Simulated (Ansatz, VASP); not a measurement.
# Two plane-wave programs on CdTe

Contents of POSCAR:

```
CdTe
1.0
    4.8840757712      0.0000000000      0.0000000000
   -2.4420378856      4.2297336918      0.0000000000
    0.0000000000      0.0000000000      6.6222457098
Cd Te
2 2
Direct
    0.3333333333      0.6666666667      0.2500000000
    0.6666666667      0.3333333333      0.7500000000
    0.6666666667      0.3333333333      0.2500000000
    0.3333333333      0.6666666667      0.7500000000
```

INCAR.step1

```
SYSTEM = CdTe
  PREC = Accurate
  ENCUT = 520
  ISMEAR = -1
  SIGMA = 0.02
  LREAL = .False.
  LASPH = .True.
  NELM = 80
  NBANDS = 26
  GGA = PE
  ALGO = Normal
  EDIFF = 1E-4
  LWAVE = .True.
  LCHARG = .False.
```

INCAR.step2

```
SYSTEM = CdTe
  PREC = Accurate
  ENCUT = 520
  EDIFF = 1E-6
  ISMEAR = -1
  SIGMA = 0.02
  LREAL = .False.
  LASPH = .True.
  NELM = 80
  ALGO = Normal
  ISIF = 2
  LWAVE = .False.
  LCHARG = .False.
  METAGGA = R2SCAN
  LMIXTAU = .True.
  NBANDS = 26
  ISTART = 1
```

Contents of KPOINTS:

```
regular mesh
0
Gamma
  6 6 4
  0 0 0
```

Input for Ansatz:

```yaml
crystal:
  lattice:
    - [4.8840757712, 0.0, 0.0]
    - [-2.4420378856, 4.2297336918, 0.0]
    - [0.0, 0.0, 6.6222457098]
  atoms:
    - { symbol: Cd, position: [0.3333333333, 0.6666666667, 0.25] }
    - { symbol: Cd, position: [0.6666666667, 0.3333333333, 0.75] }
    - { symbol: Te, position: [0.6666666667, 0.3333333333, 0.25] }
    - { symbol: Te, position: [0.3333333333, 0.6666666667, 0.75] }
kpoints:
  mp_grid: { grid: [6, 6, 4] }
hamiltonian:
  xc: r2scan
scf:
  occupations: { method: fermi_dirac, width: 0.02 }
  n_extra_bands: 5
output:
  forces: true
  stress: true
  eigenvalues: true
```

Alike in both runs: task single point; functional r2SCAN; k mesh 6 × 6 × 4; occupations fermi-dirac, width 0.02 eV; no spin polarisation.

|  | VASP | Ansatz |
| --- | --- | --- |
| version | VASP 6.6.1 | Ansatz 0.2.0 |
| potentials or method | VASP PAW PBE potentials, release 64 (Cd, Te) | plane waves, PAW |
| plane-wave cutoff (eV) | 520 | 500 |
| valence electrons in the cell | 36 | 72 |

```csv
,VASP,Ansatz,Ansatz less VASP
pressure (GPa),0.1,0.0,-0.13
```

The two sets of potentials don't hold the same shells in valence.

Caveats: the PAW data sets were made with another functional, which shifts forces and pressure a little (VASP); spin-orbit coupling is left out, which moves the levels of the heavy elements.
